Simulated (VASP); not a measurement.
The system is ZnS.

```xyz
2
Lattice="0.0000 2.7020 2.7020 2.7020 0.0000 2.7020 2.7020 2.7020 0.0000" Properties=species:S:1:pos:R:3 pbc="T T T"
Zn    4.0530    4.0530    4.0530
S     0.0000    0.0000    0.0000
```

* Program: VASP 6.6.1
* Task: relaxation of cell and atoms
* Functional: PBEsol
* Dispersion: D3
* Potentials or basis: VASP PAW PBE potentials, release 64 (Zn, S)
* Cutoff: 600 eV
* k mesh: 9 × 9 × 9
* Occupations: fermi-dirac, width 0.05 eV
* Spin: no spin polarisation

At the start: pressure -3.9 GPa; volume 19.73 Å³/atom.

**Question.** Where does the relaxation end?

**Answer.** Over 3 steps the energy falls by 12.5 meV/atom and the volume is 18.75 Å³/atom (-4.9 %); space group F-43m (No. 216, to 0.05 Å).

The path:
```tsv
step	energy change (eV)	largest force (eV/Å)	pressure (GPa)	volume (Å³)
1	0.0000	0.0000	-3.91	39.45
2	-0.0209	0.0000	1.79	36.77
3	-0.0249	0.0000	0.01	37.50
```

Final structure:
```
CELL_PARAMETERS angstrom
0.00000 2.65674 2.65674
2.65674 0.00000 2.65674
2.65674 2.65674 0.00000
ATOMIC_POSITIONS crystal
Zn 0.75000 0.75000 0.75000
S 0.00000 0.00000 0.00000
```

Caveat: the PAW data sets were made with another functional, which shifts forces and pressure a little.
